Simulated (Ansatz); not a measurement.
Input and command of a calculation in Ansatz (plane waves; scalar-relativistic PAW potentials unless the input names others):

```yaml
crystal:
  lattice:
    - [0.82793112, 0.47800625, 2.46248514]
    - [-0.82793112, 0.47800625, 2.46248514]
    - [0.0, -0.95601251, 2.46248514]
  atoms:
    - { symbol: Ti, position: [0.2458180109, 0.2458180109, 0.2458180109] }
    - { symbol: Ti, position: [0.7541819891, 0.7541819891, 0.7541819891] }
    - { symbol: C, position: [0.5, 0.5, 0.5] }
basis:
  ecutwfc: 420
kpoints:
  mp_grid: { grid: [18, 18, 18] }
hamiltonian:
  xc: pbesol
scf:
  occupations: { method: gaussian, width: 0.15 }
  max_iter: 100
output:
  forces: true
  eigenvalues: true
  stress: true
```

```bash
ansatz run input.yaml --threads 2 --pin off --max-ram 5120MiB --backend cpu --events-out ev --progress --plain --runs-dir out
```

Abridged log:
```
Pseudopotentials: kind: paw
Pseudopotential: Ti, paw, valence charge 12, recommended cutoff 420 eV (normal)
Pseudopotential: C, paw, valence charge 4, recommended cutoff 420 eV (normal)
Functional definition: PBEsol
Crystal: 3 atoms, lattice volume = 5.847 Å³
Basis set: ecut = 420 eV, 111 PW (Γ), FFT grids on a1−a3, a2−a3, a3, exchange–correlation on 30×30×36 points (8 copies of the dense FFT grid, shifted against one another)
Bands: 18, of which v1, the nominal top of the filled ones, is band 14 counted from 1 (13 counted from 0)
Symmetry: 12 space group operations
Space group: R-3m (ITA 166), of the structure as read, at distance tolerance 1.8e-5 Å
k-points: 580 of 5832
Initial density: superposition of atomic densities (neutral atoms: chi_scale 0, normalization atom), corrected by the library's trained network
Initial wavefunctions: pseudopotential atomic-orbital guess
Functional: x = pbesol(κ = 0.804, μ = 0.12345679), c = pbesol(β = 0.046)
SCF iter   1: F=—  HF=-5148.595471 eV  |F-HF|=—  |Δ(HF+E_count)|=         —  Δρ=3.61e0  dr2=4.97e2  ethr=1.77e-3  ⟨swp⟩=10.8  Hψ=87808  notcnv=0
SCF iter   2: F=—  HF=-5080.934053 eV  |F-HF|=—  |Δ(HF+E_count)|=    6.77e1  Δρ=1.95e0  dr2=1.86e2  ethr=1.77e-3  ⟨swp⟩=7.6  Hψ=56794  notcnv=0  defer=87
SCF iter   3: F=—  HF=-4997.250636 eV  |F-HF|=—  |Δ(HF+E_count)|=    8.37e1  Δρ=2.22e-1  dr2=6.27e-1  ethr=1.77e-3  ⟨swp⟩=6.9  Hψ=51376  notcnv=0  defer=160
SCF iter   4: F=—  HF=-4998.768972 eV  |F-HF|=—  |Δ(HF+E_count)|=    1.52e0  Δρ=6.89e-2  dr2=6.01e-2  ethr=1.77e-3  ⟨swp⟩=3.1  Hψ=25779  notcnv=0  defer=132
SCF iter   5: F=—  HF=-4998.927580 eV  |F-HF|=—  |Δ(HF+E_count)|=   1.59e-1  Δρ=6.67e-3  dr2=1.76e-3  ethr=2.15e-4  ⟨swp⟩=2.4  Hψ=21084  notcnv=0  defer=128
SCF iter   6: F=—  HF=-4998.927368 eV  |F-HF|=—  |Δ(HF+E_count)|=   2.12e-4  Δρ=1.84e-3  dr2=1.08e-4  ethr=6.30e-6  ⟨swp⟩=2.9  Hψ=19325  notcnv=0  defer=125
SCF iter   7: F=—  HF=-4998.927332 eV  |F-HF|=—  |Δ(HF+E_count)|=   3.62e-5  Δρ=1.80e-4  dr2=5.53e-7  ethr=3.85e-7  ⟨swp⟩=2.6  Hψ=18442  notcnv=0  defer=125
SCF iter   8: F=—  HF=-4998.927330 eV  |F-HF|=—  |Δ(HF+E_count)|=   1.92e-6  Δρ=4.35e-5  dr2=4.28e-8  ethr=3.57e-10  ⟨swp⟩=11.3  Hψ=83108  notcnv=0
SCF iter   9: F=-4998.927330 eV  HF=-4998.927330 eV  |F-HF|=2.71e-9  |Δ(HF+E_count)|=   1.50e-8  Δρ=1.03e-5  dr2=3.49e-9  ethr=1.53e-10  ⟨swp⟩=4.3  Hψ=51126  notcnv=0
SCF 1 converged in 9 iterations: F = -4998.927330 eV  dr2 = 3.49e-9
SCF converged after 9 iterations
Free energy (F): -4998.927330 eV
Harris-Foulkes:  -4998.927330 eV  (|F-HF|=2.71e-9)
Internal energy: -4998.920726 eV  (E = F + TS)
E sigma→0 (E₀):  -4998.924028 eV
Entropy (-TS):   -0.006604 eV (-2.201 meV/atom)
Fermi energy:    86.953914 eV
--- Forces (eV/Å), atoms counted from 1 ---
  atom   1  Ti     0.00000000    -0.00000008   119.28641223
  atom   2  Ti     0.00000000     0.00000008  -119.28641223
  atom   3  C      0.00000000     0.00000000     0.00000000
--- Stress (GPa, compression-positive) ---
     9015.501486       0.000000       0.000000
        0.000000    9015.501486       0.000000
        0.000000       0.000000    8986.846990
  P = ⅓ Tr σ = 9005.9500 GPa (90059.500 kbar)
```

Question: The run was meant for a cell not far from equilibrium. What is wrong with this input?

Answer: The fault is a lattice far too small (lattice vectors times 0.529). Setting it back cures it. The run converged all the same, with an energy at zero smearing 65.9 eV/atom above the reference's, pressure 9005.95 GPa, largest force 119.286 eV/Å, no gap on the mesh, so convergence alone doesn't show that an input is right. A reference run of the cell with lattice vectors 1.5646 0.9033 4.6534; -1.5646 0.9033 4.6534; 0.0000 -1.8066 4.6534 Å and the atoms in their places converged with pressure -4.68 GPa, largest force 0.019 eV/Å, no gap on the mesh.

Time: 6.7 s on 2 threads of Arm Neoverse V2, on a shared host, peak memory 0.37 GiB.